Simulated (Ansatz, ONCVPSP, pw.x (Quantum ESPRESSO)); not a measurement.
## What a changed setting does to a pw.x run (fcc W)

Potential: optimised norm-conserving Vanderbilt (ONCV), ONCVPSP 4.0.1.1 (patched build), PBE; core [Xe] 4f14, reference 5d4 6s1 6p1; waves: 6s: rc 2.45 bohr, ncon 3, nbas 6, qcut 2.6 1/bohr, 1 projector; 6p: rc 3.40 bohr, ncon 4, nbas 7, qcut 2.1 1/bohr, 2 projectors, debl 1.7 Ha; 5d: rc 2.65 bohr, ncon 3, nbas 7, qcut 6 1/bohr, 2 projectors, debl 2.7 Ha; local part: polynomial inside 2.00 bohr (lpopt 3, dvloc0 2 Ha); core correction: polynomial model core, fcfact 0.55.

The reference run (k-mesh 14³, cutoffs 50/200 Ry, Fermi–Dirac 0.01 Ry, mixing_beta 0.4, conv_thr 1e-9, no spin) gives -3.51 GPa at 16.478 Å³/atom, where all-electron LAPW gives -0.06 GPa. This run, with its own iteration cap, changes degauss to 0.002.

```
&control
  calculation='scf', prefix='x', pseudo_dir='./', outdir='./tmp', tstress=.true., disk_io='none'
/
&system
  ibrav=0, nat=1, ntyp=1, ecutwfc=50, ecutrho=200, nbnd=10,
  occupations='smearing', smearing='fd', degauss=0.002
/
&electrons
  conv_thr=1e-09, mixing_beta=0.4, electron_maxstep=60
/
ATOMIC_SPECIES
W 1.0 W.UPF
CELL_PARAMETERS angstrom
  0.00000000 2.01972156 2.01972156
  2.01972156 0.00000000 2.01972156
  2.01972156 2.01972156 0.00000000
ATOMIC_POSITIONS crystal
W 0.0000 0.0000 0.0000
K_POINTS automatic
14 14 14 0 0 0
```

```bash
pw.x < W.scf.in > W.scf.out
```

Task: How does the run end?

Result: It converges in 7 iterations; the free energy moves by +36.0 meV/atom and the pressure by -0.41 GPa. In a metal, with Fermi–Dirac smearing, F lies below its zero-width value by a term in the square of the width.

```
Message from routine setup:
     using ibrav=0 with symmetry is DISCOURAGED, use correct ibrav instead
     lattice parameter (alat)  =       5.3977  a.u.
     unit-cell volume          =     111.1991 (a.u.)^3
     number of electrons       =         6.00
     number of Kohn-Sham states=           10
     kinetic-energy cutoff     =      50.0000  Ry
     charge density cutoff     =     200.0000  Ry
     scf convergence threshold =      1.0E-09
     Exchange-correlation= PBE
     number of k points=   104  Fermi-Dirac smearing, width (Ry)=  0.0020
     iteration #  1     ecut=    50.00 Ry     beta= 0.40
     total energy              =     -23.96353729 Ry
     estimated scf accuracy    <       0.08209255 Ry
     iteration #  2     ecut=    50.00 Ry     beta= 0.40
     total energy              =     -23.95950798 Ry
     estimated scf accuracy    <       0.01386433 Ry
     iteration #  3     ecut=    50.00 Ry     beta= 0.40
     total energy              =     -23.96200367 Ry
     estimated scf accuracy    <       0.00021013 Ry
     iteration #  4     ecut=    50.00 Ry     beta= 0.40
     total energy              =     -23.96202255 Ry
     estimated scf accuracy    <       0.00005524 Ry
     iteration #  5     ecut=    50.00 Ry     beta= 0.40
     total energy              =     -23.96203200 Ry
     estimated scf accuracy    <       0.00000061 Ry
     iteration #  6     ecut=    50.00 Ry     beta= 0.40
     total energy              =     -23.96203223 Ry
     estimated scf accuracy    <       0.00000004 Ry
     iteration #  7     ecut=    50.00 Ry     beta= 0.40
     the Fermi energy is    14.4608 ev
!    total energy              =     -23.96203224 Ry
     estimated scf accuracy    <          9.9E-10 Ry
     smearing contrib. (-TS)   =      -0.00023411 Ry
     The total energy is F=E-TS. E is the sum of the following terms:
     one-electron contribution =      11.21519660 Ry
     hartree contribution      =       0.15269649 Ry
     xc contribution           =     -13.70706634 Ry
     ewald contribution        =     -21.62262488 Ry
     convergence has been achieved in   7 iterations
          total   stress  (Ry/bohr**3)                   (kbar)     P=      -39.17
     Message from routine punch:
     Nothing written, as per user request (disk_io='none')
```

The run took about 11 s on one core of a shared host (Neoverse-N1, 64 threads, 124 GiB, load 56).
